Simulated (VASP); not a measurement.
# In (I4/mmm) in VASP: a series of runs

The runs below take In through relaxation of cell and atoms, with PBEsol.

Program: VASP 6.6.1. These are calculated values, not measurements. Logs are shortened: lines on timing, memory, paths and dates and some standing lists are left out, and cuts for length are marked.

## (1) The crystal as given

The structure is tetragonal, space group I4/mmm (No. 139). The conventional cell has a = 3.389 Å, b = 3.389 Å, c = 4.595 Å, α = 90.00°, β = 90.00°, γ = 90.00°. Around In (site symmetry 4/mmm) lie 12 In at 3.32 to 3.39 Å.

## (2) Relaxation of cell and atoms, PBEsol

INCAR

```
PREC = Accurate ; ENCUT = 300
EDIFF = 1E-7 ; ISMEAR = 0
SIGMA = 0.1 ; LREAL = False
LASPH = True ; NELM = 60
ALGO = Fast ; ISIF = 3
LWAVE = False ; LCHARG = False
GGA = PS ; IBRION = 2
NSW = 90 ; EDIFFG = -0.005
```

KPOINTS

```
Automatic mesh
0
Gamma
  18 18 18
```

POSCAR

```
In
1.0
   -1.6947072700      1.6947072700      2.2973723900
    1.6947072700     -1.6947072700      2.2973723900
    1.6947072700      1.6947072700     -2.2973723900
In
1
Direct
    0.0000000000      0.0000000000      0.0000000000
```

Potentials or basis: VASP PAW PBE potentials, release 64 (In_d).

Launch:

```bash
$ cat potpaw_PBE.64/In_d/POTCAR > POTCAR
$ mpirun -np 1 vasp_std > vasp.out
```

OUTCAR:

```text
PREC = Accurate
   ENCUT = 300
   EDIFF = 1E-7
   ISMEAR = 0
   LREAL = False
   LASPH = True
   NELM = 60
   ISIF = 3
   GGA = PS
   IBRION = 2
   NSW = 90
   EDIFFG = -0.005

 ion  position               nearest neighbor table
   1  0.000  0.000  0.000-

  LATTYP: Found a body centered tetragonal cell.
 ALAT       =     3.3894145400
 C/A-ratio  =     1.3556160587

  Lattice vectors:

 A1 = (  -1.6947072700,   1.6947072700,   2.2973723900)
 A2 = (   1.6947072700,  -1.6947072700,   2.2973723900)
 A3 = (   1.6947072700,   1.6947072700,  -2.2973723900)

Analysis of symmetry for initial positions (statically):
=====================================================================
 Subroutine PRICEL returns:
 Original cell was already a primitive cell.

 Routine SETGRP: Setting up the symmetry group for a
 body centered tetragonal supercell.

 Subroutine GETGRP returns: Found 16 space group operations
 (whereof 16 operations were pure point group operations)
 out of a pool of 16 trial point group operations.

The static configuration has the point symmetry D_4h.

Analysis of symmetry for dynamics (positions and initial velocities):
=====================================================================
 Subroutine PRICEL returns:
 Original cell was already a primitive cell.

 Routine SETGRP: Setting up the symmetry group for a
 body centered tetragonal supercell.

 Subroutine GETGRP returns: Found 16 space group operations
 (whereof 16 operations were pure point group operations)
 out of a pool of 16 trial point group operations.

The dynamic configuration has the point symmetry D_4h.

 Subroutine INISYM returns: Found 16 space group operations
 (whereof 16 operations are pure point group operations),
 and found     1 'primitive' translations

----------------------------------------------------------------------------------------

                                     Primitive cell

  volume of cell :      26.3925

  direct lattice vectors                    reciprocal lattice vectors
    -1.694707270  1.694707270  2.297372390     0.000000000  0.295036204  0.217639945
     1.694707270 -1.694707270  2.297372390     0.295036204  0.000000000  0.217639945
     1.694707270  1.694707270 -2.297372390     0.295036204  0.295036204  0.000000000

  length of vectors
     3.319937554  3.319937554  3.319937554     0.366624477  0.366624477  0.417244201

  position of ions in fractional coordinates (direct lattice)
     0.000000000  0.000000000  0.000000000

  ion indices of the primitive-cell ions
   primitive index   ion index
                 1           1

----------------------------------------------------------------------------------------

 KPOINTS: Automatic mesh

Automatic generation of k-mesh.
 Grid dimensions read from file:
 generate k-points for:   18   18   18

 Generating k-lattice:

  Cartesian coordinates                     Fractional coordinates (reciprocal lattice)
     0.000000000  0.016390900  0.012091108     0.055555556 -0.000000000  0.000000000
     0.016390900  0.000000000  0.012091108    -0.000000000  0.055555556  0.000000000
     0.016390900  0.016390900  0.000000000     0.000000000  0.000000000  0.055555556

  Length of vectors
     0.020368027  0.020368027  0.023180233

  Shift w.r.t. Gamma in fractional coordinates (k-lattice)
     0.000000000  0.000000000  0.000000000

 Subroutine IBZKPT returns following result:
 ===========================================

 Found    480 irreducible k-points:

 Following reciprocal coordinates:
            Coordinates               Weight
  0.000000  0.000000  0.000000      1.000000
  0.055556  0.000000  0.000000      8.000000
  0.111111  0.000000  0.000000      8.000000
  0.166667  0.000000  0.000000      8.000000
  0.222222  0.000000 -0.000000      8.000000
  0.277778  0.000000  0.000000      8.000000
[... 16 lines left out ...]
 -0.277778  0.055556  0.000000     16.000000
 -0.222222  0.055556  0.000000     16.000000
 [... further k-points ...]
   k-points           NKPTS =    480   k-points in BZ     NKDIM =    480   number of bands    NBANDS=     10
   number of dos      NEDOS =    301   number of ions     NIONS =      1
   total plane-waves  NPLWV =   8000
   dimension x,y,z NGX =    20 NGY =   20 NGZ =   20
   dimension x,y,z NGXF=    40 NGYF=   40 NGZF=   40
   ions per type =               1
   NGX,Y,Z   is equivalent  to a cutoff of  10.02, 10.02, 10.02 a.u.
   NGXF,Y,Z  is equivalent  to a cutoff of  20.03, 20.03, 20.03 a.u.
 SYSTEM =  unknown system
   PREC   = accura    normal or accurate (medium, high low for compatibility)
   ISTART =      0    job   : 0-new  1-cont  2-samecut
   ICHARG =      2    charge: 1-file 2-atom 10-const
   ISPIN  =      1    spin polarized calculation?
   LNONCOLLINEAR =      F non collinear calculations
   LSORBIT =      F    spin-orbit coupling
   LASPH  =      T    aspherical Exc in radial PAW
   ENCUT  =  300.0 eV  22.05 Ry    4.70 a.u.   4.69  4.69  4.69*2*pi/ulx,y,z
   NELM   =     60;   NELMIN=  2; NELMDL= -5     # of ELM steps
   EDIFF  = 0.1E-06   stopping-criterion for ELM
   LREAL  =      F    real-space projection
   EDIFFG = -.5E-02   stopping-criterion for IOM
   NSW    =     90    number of steps for IOM
   IBRION =      2    ionic relax: 0-MD 1-quasi-New 2-CG
   NFREE  =      1    steps in history (QN), initial steepest desc. (CG)
   ISIF   =      3    stress and relaxation
   ISYM   =      2    0-nonsym 1-usesym 2-fastsym
   POTIM  = 0.5000    time-step for ionic-motion
   TEBEG  =    0.0;   TEEND  =   0.0 temperature during run
   PSTRESS=    0.0 pullay stress
   NELECT =      13.0000    total number of electrons
   NUPDOWN=      -1.0000    fix difference up-down
   EMIN   =  10.00;   EMAX   =-10.00  energy-range for DOS
   EFERMI =   0.00;   METHOD = LEGACY
   ISMEAR =     0;   SIGMA  =   0.10  broadening in eV -4-tet -1-fermi 0-gaus
   EFERMI_NEDOS =   21; number of points for ismear=-14 and -15
   IALGO  =     68    algorithm
   IMIX   =      4    mixing-type and parameters
     AMIX     =   0.40;   BMIX     =  1.00
     AMIX_MAG =   1.60;   BMIX_MAG =  1.00
  volume/ion in A,a.u.               =      26.39       178.11
  Fermi-wavevector in a.u.,A,eV,Ry     =   1.292892  2.443212 22.743098  1.671571
  Thomas-Fermi vector in A             =   2.424572
   LORBIT       =      0    0 simple, 1 ext, 2 COOP (PROOUT), +10 PAW based schemes
   GGA     = PS    functional components
   LHFCALC =     F    Hartree Fock is set to
   AEXX    =    0.0000 exact exchange contribution
   IVDW    =     0    specifies the selected vdW correction
   LEPSILON=     F    determine dielectric tensor
   LRPA    =     F    only Hartree local field effects (RPA)
 conjugate gradient relaxation of ions
 non-spin polarized calculation
 RMM-DIIS sequential band-by-band and
 Gauss-broadening in eV      SIGMA  =   0.10
  energy-cutoff  :      300.00
  volume of cell :       26.39
 maximum number of plane-waves:       323
   NGX =  9   NGY =  9   NGZ =  9

--------------------------------------- Ionic step        1  -------------------------------------------

 number of electron      12.9999975 magnetization

 Free energy of the ion-electron system (eV)
  ---------------------------------------------------
  ext. energy  EPLUGINS =         0.00000000
  ---------------------------------------------------
  free energy    TOTEN  =        -2.98143077 eV

  energy without entropy =       -2.97939177  energy(sigma->0) =       -2.98041127

------------------------ aborting loop because EDIFF is reached ----------------------------------------

  FORCE on cell =-STRESS in cart. coord.  units (eV):
  Direction    XX          YY          ZZ          XY          YZ          ZX
  --------------------------------------------------------------------------------------
  -------------------------------------------------------------------------------------
  Total       -0.3341862     -0.3341862     -0.2581895      0.0000000      0.0000000      0.0000000
  in kB      -20.2870222    -20.2870222    -15.6735840      0.0000000      0.0000000      0.0000000
  external PRESSURE =     -18.7492095 kB  Pullay stress =       0.0000000 kB
[... 86 lines left out ...]
  FREE ENERGIE OF THE ION-ELECTRON SYSTEM (eV)
  ---------------------------------------------------
  free  energy   TOTEN  =        -2.9887310738 eV

  energy  without entropy=       -2.9868367603  energy(sigma->0) =       -2.98778392

[... ionic steps 4 to 7 ...]

--------------------------------------- Ionic step        8  -------------------------------------------

 number of electron      13.0000005 magnetization

------------------------ aborting loop because EDIFF is reached ----------------------------------------

  FORCE on cell =-STRESS in cart. coord.  units (eV):
  Direction    XX          YY          ZZ          XY          YZ          ZX
  --------------------------------------------------------------------------------------
  -------------------------------------------------------------------------------------
  Total       -0.0073835     -0.0073835     -0.0076330      0.0000000     -0.0000000      0.0000000
  in kB       -0.4677124     -0.4677124     -0.4835143      0.0000000     -0.0000000      0.0000000
  external PRESSURE =      -0.4729797 kB  Pullay stress =       0.0000000 kB
[... 55 lines left out ...]
  energy  without entropy=       -2.9874099711  energy(sigma->0) =       -2.98848493

--------------------------------------- Ionic step       10  -------------------------------------------

 number of electron      13.0000005 magnetization

 Free energy of the ion-electron system (eV)
  ---------------------------------------------------
  ext. energy  EPLUGINS =         0.00000000
  ---------------------------------------------------
  free energy    TOTEN  =        -2.98965303 eV

  energy without entropy =       -2.98747533  energy(sigma->0) =       -2.98856418

 E-fermi :   7.7676     XC(G=0): -10.5725

 val. band max:        7.7586492509   @ k =   0.2778   0.2778   0.1667
 cond. band min:       7.7721437664   @ k =   0.2222   0.2222   0.2222
 fundamental gap:      0.0134945155
 Fermi energy:         7.7676102513

 k-point     1 :       0.0000    0.0000    0.0000
  band No.  band energies     occupation
      1      -6.8121      2.00000
      2      -6.8038      2.00000
      3      -6.8038      2.00000
      4      -6.6198      2.00000
      5      -6.6100      2.00000
      6      -2.0542      2.00000
      7      18.6146      0.00000
      8      18.6146      0.00000
      9      18.6292      0.00000
     10      19.3564      0.00000
[... 287 lines left out ...]
 k-point    24 :      -0.2222    0.0556    0.0000
  band No.  band energies     occupation
      1      -6.8310      2.00000
      2      -6.7560      2.00000
      3      -6.7486      2.00000
      4      -6.6227      2.00000
      5      -6.5768      2.00000
      6      -1.0437      2.00000
      7      12.5759      0.00000
      8      16.5952      0.00000
      9      17.5590      0.00000
     10      19.5260      0.00000

 [... further k-points ...]

------------------------ aborting loop because EDIFF is reached ----------------------------------------

  FORCE on cell =-STRESS in cart. coord.  units (eV):
  Direction    XX          YY          ZZ          XY          YZ          ZX
  --------------------------------------------------------------------------------------
  -------------------------------------------------------------------------------------
  Total        0.0017686      0.0017686      0.0007065     -0.0000000     -0.0000000      0.0000000
  in kB        0.1121437      0.1121437      0.0447961     -0.0000000     -0.0000000      0.0000000
  external PRESSURE =       0.0896945 kB  Pullay stress =       0.0000000 kB
[... 16 lines left out ...]
  FREE ENERGIE OF THE ION-ELECTRON SYSTEM (eV)
  ---------------------------------------------------
  free  energy   TOTEN  =        -2.9896530326 eV

  energy  without entropy=       -2.9874753289  energy(sigma->0) =       -2.98856418

 reached required accuracy - stopping structural energy minimisation
```

Wall time 3.6 min (1 thread of Intel Xeon Platinum 8488C (Sapphire Rapids), shared host); peak memory 0.19 GiB.

Results:

| Property | Result |
| --- | --- |
| Free energy | -2.9897 eV |
| Relaxed volume | 25.27 Å³/atom |
| Relaxed cell | a = 3.297 Å, b = 3.297 Å, c = 3.297 Å, α = 120.20°, β = 120.20°, γ = 89.65° |
| Space group after relaxing (to 0.05 Å) | Fm-3m (No. 225) |
| Energy gained by relaxing | 8.2 meV/atom |
| Ionic steps | 10 |
| Pressure after relaxing | 0.0 GPa |
| Band gap on the k mesh | none (metal or under the smearing width) |

Step by step:
| step | energy change (eV) | largest force (eV/Å) | pressure (GPa) | volume (Å³) |
| --- | --- | --- | --- | --- |
| 1 | 0.0000 | 0.0000 | -1.87 | 26.39 |
| 2 | -0.0073 | 0.0000 | 0.00 | 25.23 |
| 3 | -0.0073 | 0.0000 | 0.00 | 25.22 |
| 4 | -0.0074 | 0.0000 | 0.00 | 25.22 |
| 5 | -0.0075 | 0.0000 | 0.00 | 25.23 |
| 6 | -0.0079 | 0.0000 | -0.01 | 25.25 |
| 7 | -0.0082 | 0.0000 | -0.05 | 25.29 |
| 8 | -0.0082 | 0.0000 | -0.05 | 25.29 |
| 9 | -0.0081 | 0.0000 | 0.24 | 25.14 |
| 10 | -0.0082 | 0.0000 | 0.01 | 25.27 |

Final structure:
```xyz
1
Lattice="-1.6435 1.6435 2.3385 1.6435 -1.6435 2.3385 1.6435 1.6435 -2.3385" Properties=species:S:1:pos:R:3 pbc="T T T"
In    0.0000    0.0000    0.0000
```

Caveat: the PAW data sets were made with another functional, which shifts forces and pressure a little.

## (3) Relaxation of cell and atoms, PBEsol

Changes to INCAR since step 2:

```diff
@@ -1,2 +1,2 @@
-PREC = Accurate ; ENCUT = 300
+PREC = Accurate ; ENCUT = 600
 EDIFF = 1E-7 ; ISMEAR = 0
```

KPOINTS

```
Automatic mesh
0
Gamma
  6 6 6
```

POSCAR is that of step 2.

Potentials or basis: VASP PAW PBE potentials, release 64 (In_d).

Launch:

```bash
$ cat potpaw_PBE.64/In_d/POTCAR > POTCAR
$ mpirun -np 1 vasp_std > vasp.out
```

Run time: 28 s. Hardware: 1 thread of Intel Xeon Platinum 8488C (Sapphire Rapids), shared host; peak memory 0.16 GiB.

It converged, with:

```yaml
Free_energy: -3.0234 eV
Relaxed_volume: 25.11 Å³/atom
Relaxed_cell: a = 3.264 Å, b = 3.264 Å, c = 3.264 Å, α = 118.53°, β = 118.53°, γ = 92.57°
Space_group_after_relaxing_to_0.05_Å: I4/mmm (No. 139)
Energy_gained_by_relaxing: 9.5 meV/atom
Ionic_steps: 5
Pressure_after_relaxing: 0.0 GPa
Band_gap_on_the_k_mesh: none (metal or under the smearing width)
```

Step by step:
```tsv
step	energy change (eV)	largest force (eV/Å)	pressure (GPa)	volume (Å³)
1	0.0000	0.0000	-2.24	26.39
2	-0.0094	0.0000	0.19	25.01
3	-0.0095	0.0000	-0.04	25.10
4	-0.0095	0.0000	0.06	25.08
5	-0.0095	0.0000	-0.02	25.11
```

Final structure:
```xyz
1
Lattice="-1.6682 1.6682 2.2557 1.6682 -1.6682 2.2557 1.6682 1.6682 -2.2557" Properties=species:S:1:pos:R:3 pbc="T T T"
In    0.0000    0.0000    0.0000
```

Levels at points of the mesh, in eV from the Fermi level:
| k point | band 3 | band 4 | band 5 | band 6 | band 7 | band 8 | band 9 | band 10 |
| --- | --- | --- | --- | --- | --- | --- | --- | --- |
| (0.00, 0.00, 0.00) | -14.44 | -14.33 | -14.26 | -9.74 | 10.98 | 11.09 | 11.09 | 11.75 |
| (0.50, 0.00, 0.00) | -14.45 | -14.13 | -14.10 | -4.23 | -3.46 | 8.37 | 9.10 | 11.22 |
| (0.50, 0.50, 0.00) | -14.13 | -14.10 | -14.05 | -2.40 | -2.18 | 4.34 | 4.57 | 7.98 |
| (0.50, 0.50, 0.50) | -14.13 | -14.07 | -14.07 | -1.91 | -1.36 | 3.81 | 3.81 | 7.23 |

Caveat: the k mesh is coarse (spacing up to 0.44 Å⁻¹), so the values aren't converged; the PAW data sets were made with another functional, which shifts forces and pressure a little.
